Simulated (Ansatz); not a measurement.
Starting structure of a cell relaxation (symmetry kept):

```
Sc Al
1.0
     3.37035    0.00000    0.00000
     0.00000    3.37035    0.00000
     0.00000    0.00000    3.37035
Sc Al
1 1
Cartesian
  1.6852 1.6852 1.6852
  0.0000 0.0000 0.0000
```

Theory: DFT PBEsol, scalar-relativistic, plane waves, PAW in Ansatz 0.2.0.

Cutoff 420 eV; k points 12×12×12 on the computed 2-atom cell (Γ-centred); Gaussian smearing, width 0.10 eV; no spin polarisation.

Task: What does it relax to?

Result: The volume drops by 0.44 Å³/atom to 18.70 Å³/atom, and the energy falls by 2.5 meV/atom. Final structure:
```cif
data_structure
_symmetry_space_group_name_H-M 'Pm-3m'
_symmetry_Int_Tables_number 221
_cell_length_a 3.3444
_cell_length_b 3.3444
_cell_length_c 3.3444
_cell_angle_alpha 90.000
_cell_angle_beta 90.000
_cell_angle_gamma 90.000
_cell_volume 37.41
loop_
_atom_site_label
_atom_site_type_symbol
_atom_site_symmetry_multiplicity
_atom_site_Wyckoff_symbol
_atom_site_fract_x
_atom_site_fract_y
_atom_site_fract_z
_atom_site_occupancy
Sc1 Sc 1 b 0.50000 0.50000 0.50000 1
Al1 Al 1 a 0.00000 0.00000 0.00000 1
```